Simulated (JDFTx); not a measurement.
Runs of JDFTx 1.7.0 (patched build) on Ru. The structure is hexagonal, space group P6_3/mmc (No. 194). The conventional cell has a = 2.706 Å, b = 2.706 Å, c = 4.282 Å, α = 90.00°, β = 90.00°, γ = 120.00°. Ru (site symmetry -6m2) is surrounded by 12 Ru at 2.65 to 2.71 Å. 

```csv
task,level,potentials or basis,cell,k mesh,cutoff (eV),further solve for the empty bands,mesh quality,gap on the mesh (eV),pressure (GPa),relaxed volume (Å³/atom)
relaxation of cell and atoms,PBE,PseudoDojo-SR-PBE-0.5-stringent with smoothed tails,relaxed,6 × 6 × 3,1143,no,coarse,none,0.0,13.82
relaxation of cell and atoms,PBE,SG15-PBE-1.2 with smoothed tails,relaxed,6 × 6 × 3,1088,no,coarse,none,0.0,13.81
relaxation of cell and atoms,PBE,SPMS-PBE-1.0 with smoothed tails,relaxed,6 × 6 × 3,1088,no,coarse,none,0.0,(a)
single point,PBEsol,PseudoDojo-SR-PBEsol-0.4.1-standard with smoothed tails,as given,11 × 11 × 6,1143,yes,not flagged,none,-5.7,-
```

Alike in all rows: no spin polarisation; smearing fermi-dirac 0.05 eV.

Problem. Fill in the values left out.

Solution. (a) 13.83.

Caveats: some runs use coarse meshes.

A k mesh can miss the band edges, and the runs leave out spin-orbit coupling on Ru.

A gap of «none» marks a metal or a gap under the smearing width.

Not every run made on this cell is shown here.
